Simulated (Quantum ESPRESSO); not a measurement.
# La (P-1) in Quantum ESPRESSO: convergence with density cutoff

Aim: find how far density cutoff must go before the results for La settle, at PBEsol. This setting moves, with any that are tied to it; all else stays.

Program: Quantum ESPRESSO 7.5. These are calculated values, not measurements. Logs are shortened: lines on timing, memory, paths and dates and some standing lists are left out, and cuts for length are marked.

## (1) The cell of the first run

The typed cell holds 2 atoms: a = 3.750 Å, b = 3.750 Å, c = 6.070 Å, α = 90.00°, β = 90.00°, γ = 120.00°.

This isn't the form of La at room conditions, which is double hcp.

The cell isn't the ideal one: atoms moved at random, drawn with an rms of 0.15 Å.

## (2) With density cutoff 180 Ry

File pw.in:

```
&CONTROL
  calculation = 'scf'
  prefix = 'pwscf'
  outdir = './tmp'
  pseudo_dir = './pseudo'
  tprnfor = .true.
  tstress = .true.
  disk_io = 'nowf'
/
&SYSTEM
  ibrav = 0
  nat = 2
  ntyp = 1
  ecutwfc = 45
  ecutrho = 180
  nbnd = 18
  occupations = 'smearing'
  smearing = 'fd'
  degauss = 0.00367493
/
&ELECTRONS
  conv_thr = 4d-10
  electron_maxstep = 120
  mixing_beta = 0.5
/
ATOMIC_SPECIES
La   138.9055 la_pbesol_v1.uspp.F.UPF
CELL_PARAMETERS angstrom
   3.7500000000    0.0000000000    0.0000000000
  -1.8750000000    3.2475952642    0.0000000000
   0.0000000000    0.0000000000    6.0700000000
ATOMIC_POSITIONS crystal
La     0.6481770000    0.2882750000    0.7468710000
La     0.2920810000    0.6619050000    0.2482280000
K_POINTS automatic
8 8 5 0 0 0
```

Potentials or basis: GBRV 1.5 PBEsol.

On the command line:

```sh
> OMP_NUM_THREADS=1 pw.x -in pw.in > pw.out
```

pw.out:

```text
This program is part of the open-source Quantum ESPRESSO suite
     for quantum simulation of materials; please cite
         "P. Giannozzi et al., J. Phys.:Condens. Matter 21 395502 (2009);
         "P. Giannozzi et al., J. Phys.:Condens. Matter 29 465901 (2017);
         "P. Giannozzi et al., J. Chem. Phys. 152 154105 (2020);
     in publications or presentations arising from this work. More details at

     G-vector sticks info
     --------------------
     sticks:   dense  smooth     PW     G-vecs:    dense   smooth      PW
     Sum         625     625    187                20293    20293    3297

     Using Slab Decomposition

     bravais-lattice index     =            0
     lattice parameter (alat)  =       7.0865  a.u.
     unit-cell volume          =     498.8597 (a.u.)^3
     number of atoms/cell      =            2
     number of atomic types    =            1
     number of electrons       =        22.00
     number of Kohn-Sham states=           18
     kinetic-energy cutoff     =      45.0000  Ry
     charge density cutoff     =     180.0000  Ry
     scf convergence threshold =      4.0E-10
     mixing beta               =       0.5000
     number of iterations used =            8  plain     mixing
     Exchange-correlation= SLA  PW   PSX  PSC
                           (   1   4  10   8   0   0   0)

     celldm(1)=   7.086473  celldm(2)=   0.000000  celldm(3)=   0.000000
     celldm(4)=   0.000000  celldm(5)=   0.000000  celldm(6)=   0.000000

     crystal axes: (cart. coord. in units of alat)
               a(1) = (   1.000000   0.000000   0.000000 )
               a(2) = (  -0.500000   0.866025   0.000000 )
               a(3) = (   0.000000   0.000000   1.618667 )

     reciprocal axes: (cart. coord. in units 2 pi/alat)
               b(1) = (  1.000000  0.577350 -0.000000 )
               b(2) = (  0.000000  1.154701  0.000000 )
               b(3) = (  0.000000 -0.000000  0.617792 )

     PseudoPot. # 1 for La read from file:
     la_pbesol_v1.uspp.F.UPF
     Pseudo is Ultrasoft + core correction, Zval = 11.0
     Generated by new atomic code, or converted to UPF format
     Using radial grid of  995 points,  8 beta functions with:
                l(1) =   0
                l(2) =   0
                l(3) =   1
                l(4) =   1
                l(5) =   2
                l(6) =   2
                l(7) =   3
                l(8) =   3
     Q(r) pseudized with  8 coefficients,  rinner =    1.700   1.700   1.700
                                                       1.700   1.700   1.700
                                                       1.700

     atomic species   valence    mass     pseudopotential
     La               11.00   138.90550     La( 1.00)

     No symmetry found

   Cartesian axes

     site n.     atom                  positions (alat units)
         1        La     tau(   1) = (   0.5040395   0.2496535   1.2089352  )
         2        La     tau(   2) = (  -0.0388715   0.5732265   0.4017984  )

     number of k points=   162  Fermi-Dirac smearing, width (Ry)=  0.0037

     Number of k-points >= 100: set verbosity='high' to print them.

     Dense  grid:    20293 G-vectors     FFT dimensions: (  32,  32,  50)

     Check: negative core charge=   -0.000002

     Initial potential from superposition of free atoms

     starting charge      21.9412, renormalised to      22.0000

     negative rho (up, down):  1.501E-01 0.000E+00
     Starting wfcs are   40 randomized atomic wfcs

     Self-consistent Calculation

     iteration #  1     ecut=    45.00 Ry     beta= 0.50
     Davidson diagonalization with overlap
     ethr =  1.00E-02,  avg # of iterations =  2.0

     Threshold (ethr) on eigenvalues was too large:
     Diagonalizing with lowered threshold

     Davidson diagonalization with overlap
     ethr =  3.94E-05,  avg # of iterations =  4.9

     negative rho (up, down):  1.338E-01 0.000E+00

     total energy              =    -204.37044746 Ry
     estimated scf accuracy    <       0.01298526 Ry

     iteration #  2     ecut=    45.00 Ry     beta= 0.50
     Davidson diagonalization with overlap
     ethr =  5.90E-05,  avg # of iterations =  2.0

     negative rho (up, down):  1.235E-01 0.000E+00

     total energy              =    -204.37080317 Ry
     estimated scf accuracy    <       0.00186039 Ry

     iteration #  3     ecut=    45.00 Ry     beta= 0.50
     Davidson diagonalization with overlap
     c_bands:  1 eigenvalues not converged
     c_bands:  1 eigenvalues not converged
     ethr =  8.46E-06,  avg # of iterations =  6.5

     negative rho (up, down):  1.208E-01 0.000E+00

     total energy              =    -204.37111888 Ry
     estimated scf accuracy    <       0.00482166 Ry

     iteration #  4     ecut=    45.00 Ry     beta= 0.50
     Davidson diagonalization with overlap
     ethr =  8.46E-06,  avg # of iterations =  2.1

     negative rho (up, down):  1.143E-01 0.000E+00

     total energy              =    -204.37159063 Ry
     estimated scf accuracy    <       0.00014369 Ry

     iteration #  5     ecut=    45.00 Ry     beta= 0.50
     Davidson diagonalization with overlap
     ethr =  6.53E-07,  avg # of iterations =  7.0

     negative rho (up, down):  1.156E-01 0.000E+00

     total energy              =    -204.37160667 Ry
     estimated scf accuracy    <       0.00026843 Ry

     iteration #  6     ecut=    45.00 Ry     beta= 0.50
     Davidson diagonalization with overlap
     ethr =  6.53E-07,  avg # of iterations =  4.6

     negative rho (up, down):  1.156E-01 0.000E+00

     total energy              =    -204.37165486 Ry
     estimated scf accuracy    <       0.00000419 Ry

     iteration #  7     ecut=    45.00 Ry     beta= 0.50
     Davidson diagonalization with overlap
     ethr =  1.91E-08,  avg # of iterations =  4.9

     negative rho (up, down):  1.156E-01 0.000E+00

     total energy              =    -204.37165849 Ry
     estimated scf accuracy    <       0.00000191 Ry

     iteration #  8     ecut=    45.00 Ry     beta= 0.50
     Davidson diagonalization with overlap
     ethr =  8.68E-09,  avg # of iterations =  2.1

     negative rho (up, down):  1.156E-01 0.000E+00

     total energy              =    -204.37165839 Ry
     estimated scf accuracy    <       0.00000170 Ry

     iteration #  9     ecut=    45.00 Ry     beta= 0.50
     Davidson diagonalization with overlap
     ethr =  7.72E-09,  avg # of iterations =  1.0

     negative rho (up, down):  1.156E-01 0.000E+00

     total energy              =    -204.37165850 Ry
     estimated scf accuracy    <       0.00000015 Ry

     iteration # 10     ecut=    45.00 Ry     beta= 0.50
     Davidson diagonalization with overlap
     ethr =  6.90E-10,  avg # of iterations =  4.3

     negative rho (up, down):  1.156E-01 0.000E+00

     total energy              =    -204.37165854 Ry
     estimated scf accuracy    <       0.00000002 Ry

     iteration # 11     ecut=    45.00 Ry     beta= 0.50
     Davidson diagonalization with overlap
     ethr =  6.96E-11,  avg # of iterations =  4.7

     negative rho (up, down):  1.156E-01 0.000E+00

     total energy              =    -204.37165855 Ry
     estimated scf accuracy    <          4.8E-09 Ry

     iteration # 12     ecut=    45.00 Ry     beta= 0.50
     Davidson diagonalization with overlap
     ethr =  2.16E-11,  avg # of iterations =  2.5

     negative rho (up, down):  1.156E-01 0.000E+00

     End of self-consistent calculation

     Number of k-points >= 100: set verbosity='high' to print the bands.

     the Fermi energy is    11.1594 ev

!    total energy              =    -204.37165855 Ry
     estimated scf accuracy    <          2.1E-10 Ry
     smearing contrib. (-TS)   =      -0.00255854 Ry
     internal energy E=F+TS    =    -204.36910001 Ry

     The total energy is F=E-TS. E is the sum of the following terms:
     one-electron contribution =     -10.06241534 Ry
     hartree contribution      =      14.37578248 Ry
     xc contribution           =     -97.67078222 Ry
     ewald contribution        =    -111.01168494 Ry

     convergence has been achieved in  12 iterations

     negative rho (up, down):  1.156E-01 0.000E+00

     Forces acting on atoms (cartesian axes, Ry/au):

     atom    1 type  1   force =    -0.00195982    0.00063262    0.00046894
     atom    2 type  1   force =     0.00195982   -0.00063262   -0.00046894

     Total force =     0.002987     Total SCF correction =     0.000052

     Computing stress (Cartesian axis) and pressure

     negative rho (up, down):  1.156E-01 0.000E+00
          total   stress  (Ry/bohr**3)                   (kbar)     P=      -13.41
  -0.00010457   0.00001554  -0.00000075          -15.38        2.29       -0.11
   0.00001554  -0.00007781   0.00000063            2.29      -11.45        0.09
  -0.00000075   0.00000063  -0.00009102           -0.11        0.09      -13.39

=------------------------------------------------------------------------------=
   JOB DONE.
=------------------------------------------------------------------------------=
```

Wall time 2.5 min (1 thread of Arm Neoverse V2, shared host); peak memory 0.33 GiB.

What came out:

| Quantity | Value |
| --- | --- |
| Free energy | -2780.6181 eV |
| Pressure | -1.3 GPa |
| Largest force | 0.054 eV/Å |
| Band gap on the k mesh | none (metal or under the smearing width) |

## (3) With density cutoff 225 Ry

Changes to pw.in since step 2:

```diff
@@ -14,3 +14,3 @@
   ecutwfc = 45
-  ecutrho = 180
+  ecutrho = 225
   nbnd = 18
```

Potentials or basis: GBRV 1.5 PBEsol.

On the command line:

```sh
> OMP_NUM_THREADS=1 pw.x -in pw.in > pw.out
```

It took 2.7 min on 1 thread of Arm Neoverse V2, shared host; peak memory 0.41 GiB.

Results:

| Property | Result |
| --- | --- |
| Free energy | -2780.6181 eV |
| Pressure | -1.3 GPa |
| Largest force | 0.054 eV/Å |
| Band gap on the k mesh | none (metal or under the smearing width) |

## (4) With density cutoff 270 Ry

Changes to pw.in since step 3:

```diff
@@ -14,3 +14,3 @@
   ecutwfc = 45
-  ecutrho = 225
+  ecutrho = 270
   nbnd = 18
```

On the command line:

```sh
> OMP_NUM_THREADS=1 pw.x -in pw.in > pw.out
```

Run time: 2.6 min. Hardware: 1 thread of Arm Neoverse V2, shared host; peak memory 0.49 GiB.

What came out:

```
Free energy            : -2780.6181 eV
Pressure               : -1.3 GPa
Largest force          : 0.054 eV/Å
Band gap on the k mesh : none (metal or under the smearing width)
```

## (5) With density cutoff 315 Ry

Changes to pw.in since step 4:

```diff
@@ -14,3 +14,3 @@
   ecutwfc = 45
-  ecutrho = 270
+  ecutrho = 315
   nbnd = 18
```

On the command line:

```sh
> OMP_NUM_THREADS=1 pw.x -in pw.in > pw.out
```

Run time: 2.8 min. Hardware: 1 thread of Arm Neoverse V2, shared host; peak memory 0.59 GiB.

Results:

| Quantity | Value |
| --- | --- |
| Free energy | -2780.6181 eV |
| Pressure | -1.3 GPa |
| Largest force | 0.054 eV/Å |
| Band gap on the k mesh | none (metal or under the smearing width) |

## (6) With density cutoff 360 Ry

Changes to pw.in since step 5:

```diff
@@ -14,3 +14,3 @@
   ecutwfc = 45
-  ecutrho = 315
+  ecutrho = 360
   nbnd = 18
```

Potentials or basis: GBRV 1.5 PBEsol.

On the command line:

```sh
> OMP_NUM_THREADS=1 pw.x -in pw.in > pw.out
```

Wall time 2.9 min (1 thread of Arm Neoverse V2, shared host); peak memory 0.69 GiB.

Results (log left out):

```yaml
Free_energy: -2780.6182 eV
Pressure: -1.3 GPa
Largest_force: 0.054 eV/Å
Band_gap_on_the_k_mesh: none (metal or under the smearing width)
```

## (7) With density cutoff 450 Ry

Changes to pw.in since step 6:

```diff
@@ -14,3 +14,3 @@
   ecutwfc = 45
-  ecutrho = 360
+  ecutrho = 450
   nbnd = 18
```

On the command line:

```sh
> OMP_NUM_THREADS=1 pw.x -in pw.in > pw.out
```

Run time: 3 min. Hardware: 1 thread of Arm Neoverse V2, shared host; peak memory 0.89 GiB.

The run converged. Its results:

```
Free energy            : -2780.6182 eV
Pressure               : -1.3 GPa
Largest force          : 0.054 eV/Å
Band gap on the k mesh : none (metal or under the smearing width)
```

## (8) With density cutoff 540 Ry

Changes to pw.in since step 7:

```diff
@@ -14,3 +14,3 @@
   ecutwfc = 45
-  ecutrho = 450
+  ecutrho = 540
   nbnd = 18
```

On the command line:

```sh
> OMP_NUM_THREADS=1 pw.x -in pw.in > pw.out
```

It took 3 min on 1 thread of Arm Neoverse V2, shared host; peak memory 1.1 GiB.

It converged, with:

```yaml
Free_energy: -2780.6182 eV
Pressure: -1.3 GPa
Largest_force: 0.054 eV/Å
Band_gap_on_the_k_mesh: none (metal or under the smearing width)
```

## (9) With density cutoff 720 Ry

Changes to pw.in since step 8:

```diff
@@ -14,3 +14,3 @@
   ecutwfc = 45
-  ecutrho = 540
+  ecutrho = 720
   nbnd = 18
```

Potentials or basis: GBRV 1.5 PBEsol.

On the command line:

```sh
> OMP_NUM_THREADS=1 pw.x -in pw.in > pw.out
```

It took 3.4 min on 1 thread of Arm Neoverse V2, shared host; peak memory 1.6 GiB.

The run converged. Its results:

```
Free energy            : -2780.6182 eV
Pressure               : -1.3 GPa
Largest force          : 0.054 eV/Å
Band gap on the k mesh : none (metal or under the smearing width)
```

## (10) Result

| density cutoff | energy less the tightest run, at zero smearing (meV/atom) | SCF cycles | CPU time (s) | peak memory (GiB) |
| --- | --- | --- | --- | --- |
| 180 Ry | 0.05 | 12 | 150 | 0.33 |
| 225 Ry | 0.04 | 12 | 160 | 0.41 |
| 270 Ry | 0.02 | 12 | 160 | 0.49 |
| 315 Ry | 0.02 | 12 | 170 | 0.59 |
| 360 Ry | 0.01 | 12 | 170 | 0.69 |
| 450 Ry | 0.00 | 12 | 180 | 0.89 |
| 540 Ry | 0.00 | 12 | 180 | 1.1 |
| 720 Ry | 0.00 | 12 | 210 | 1.6 |

Against the tightest run, the energy stays within 1 meV/atom from 180 Ry on. The tightest run that finished is the yardstick and may itself not be fully converged.
